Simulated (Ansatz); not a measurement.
**Pressure against volume in AgO2**

The structure comes from a proposed guess, relaxed at this level; another structure or a mixture of phases may lie lower.

All numbers below come from DFT PBE, scalar-relativistic, plane waves, PAW in Ansatz. Cutoff 420 eV, Γ-centred 8×6×10 mesh (6-atom cell), Gaussian smearing of 0.10 eV, no spin polarisation.

```cif
data_structure
_symmetry_space_group_name_H-M 'P 1'
_symmetry_Int_Tables_number 1
_cell_length_a 4.2005
_cell_length_b 5.2700
_cell_length_c 3.5720
_cell_angle_alpha 90.000
_cell_angle_beta 90.000
_cell_angle_gamma 90.000
_cell_volume 79.07
loop_
_atom_site_label
_atom_site_type_symbol
_atom_site_fract_x
_atom_site_fract_y
_atom_site_fract_z
_atom_site_occupancy
Ag1 Ag 0.00000 0.00000 0.00000 1
Ag2 Ag 0.50000 0.50000 0.50000 1
O1 O 0.86698 0.57860 0.00000 1
O2 O 0.13302 0.42140 0.00000 1
O3 O 0.36698 0.92140 0.50000 1
O4 O 0.63302 0.07860 0.50000 1
```

The cell was set to several volumes, with shape and atoms relaxed at each where symmetry leaves them free. Pressure is positive in compression, and energies count from the lowest row. No row has a gap on its mesh.

| row | V (Å³/atom) | P (GPa) | ΔE (meV/atom) |
| --- | --- | --- | --- |
| 1 | 11.597 | 14.12 | 59.9 |
| 2 | 11.992 | 9.44 | 31.1 |
| 3 | 12.388 | ? | ? |
| 4 | 12.783 | 2.50 | 2.9 |
| 5 | 13.178 | 0.00 | 0.0 |
| 6 | 13.574 | -1.98 | 2.6 |
| 7 | 13.969 | -3.49 | 9.4 |
| 8 | 14.496 | -4.80 | 23.3 |

Task: Find B = −V·ΔP/ΔV from rows 4 and 6 and from rows 1 and 2, and from the two its slope B′ and its value B0 at zero pressure.

Result: Rows 4 and 6 give −(12.783 + 13.574)/2 × (-1.98 − (2.50))/(13.574 − 12.783) = 74.6 GPa at a mean pressure of 0.26 GPa. Rows 1 and 2 give −(11.597 + 11.992)/2 × (9.44 − (14.12))/(11.992 − 11.597) = 139.7 GPa at a mean pressure of 11.78 GPa. So B′ = (139.7 − 74.6)/(11.78 − (0.26)) = 5.65 and B0 = 74.6 − 5.65 × (0.26) = 73.1 GPa. A third-order Birch–Murnaghan fit to all the energies gives B0 = 72.7 GPa and B′ = 6.8.

Task: Estimate the pressure and energy of row 3.

Result: From row 5, V0 = 13.178 × (1 + (0.00)/73.1) = 13.178 Å³/atom. Murnaghan's form P = (B0/B′)·[(V0/V)^B′ − 1] gives (73.1/5.65) × [(13.178/12.388)^5.65 − 1] = 5.41 GPa; the computed pressure is 5.58 GPa, so the estimate is off by -0.17 GPa. The work of compression from row 4, with the mean of the two pressures, gives ΔE = 2.9 + (5.41 + 2.50)/2 × (12.783 − 12.388)/160.2 × 1000 = 12.7 meV/atom (1 eV/Å³ = 160.2 GPa); the computed value is 12.7 meV/atom.

All volumes keep the k mesh of the relaxed cell. A later test with randomly moved atoms came back to the same energy, though modes that don't fit the test's cell weren't probed.
